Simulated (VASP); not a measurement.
# From an Ansatz input to VASP: InP (strained zincblende)

Ansatz input

```yaml
crystal:
  lattice:
    - [0.0, 3.0424012639, 3.0424012639]
    - [3.0424012639, 0.0, 3.0424012639]
    - [3.0424012639, 3.0424012639, 0.0]
  atoms:
    - { symbol: In, position: [0.0, 0.0, 0.0] }
    - { symbol: P, position: [0.25, 0.25, 0.25] }
kpoints:
  mp_grid: { grid: [8, 8, 8] }
  band_path:
    path:
      - [0.0, 0.0, 0.0]
      - [-0.5, -0.5, 0.0]
      - [-0.375, -0.375, 0.25]
      - [-0.375, 0.0, 0.375]
      - [0.0, 0.0, 0.5]
      - [-0.5, -0.25, 0.25]
    npoints: 1
hamiltonian:
  xc: r2scan
scf:
  occupations: { method: fermi_dirac, width: 0.02 }
  n_extra_bands: 4
output:
  forces: true
  stress: true
  eigenvalues: true
```

Problem. Translate this input to VASP.

Solution. 

INCAR

```
LWAVE = .FALSE.
PREC = Accurate
ALGO = Normal
ENCUT = 520
LREAL = .FALSE.
LELF = .TRUE.
ISMEAR = -1
NSW = 0
METAGGA = R2SCAN
SIGMA = 0.02
ISIF = 2
LASPH = .TRUE.
NELM = 120
LCHARG = .TRUE.
IBRION = -1
NBANDS = 16
EDIFF = 1E-7
```

KPOINTS

```
KPOINTS created by Atomic Simulation Environment
0
Gamma
8 8 8
0 0 0
```

KPOINTS_OPT

```
special points
6
Reciprocal
0.0000000000 0.0000000000 0.0000000000 1
-0.5000000000 -0.5000000000 0.0000000000 1
-0.3750000000 -0.3750000000 0.2500000000 1
-0.3750000000 0.0000000000 0.3750000000 1
0.0000000000 0.0000000000 0.5000000000 1
-0.5000000000 -0.2500000000 0.2500000000 1
```

POSCAR

```
In P
 1.0000000000000000
     0.0000000000000000    3.0424012639000000    3.0424012639000000
     3.0424012639000000    0.0000000000000000    3.0424012639000000
     3.0424012639000000    3.0424012639000000    0.0000000000000000
 In  P
   1   1
Cartesian
  0.0000000000000000  0.0000000000000000  0.0000000000000000
  1.5212006319500000  1.5212006319500000  1.5212006319500000
```

VASP ran with the recommended PBE PAW datasets (18 valence electrons in the cell). Other inputs would serve too.

|  | Ansatz | VASP |
| --- | --- | --- |
| gap between bands v and c | 0.51 eV | 0.51 eV |
| least direct gap | 0.51 eV | 0.51 eV |
| pressure | -5.0 GPa | -5.1 GPa |

The two codes use different PAW datasets and cutoffs. VASP's cell holds 18 valence electrons and Ansatz's 18. Ansatz's stress includes a Pulay correction; VASP's doesn't.
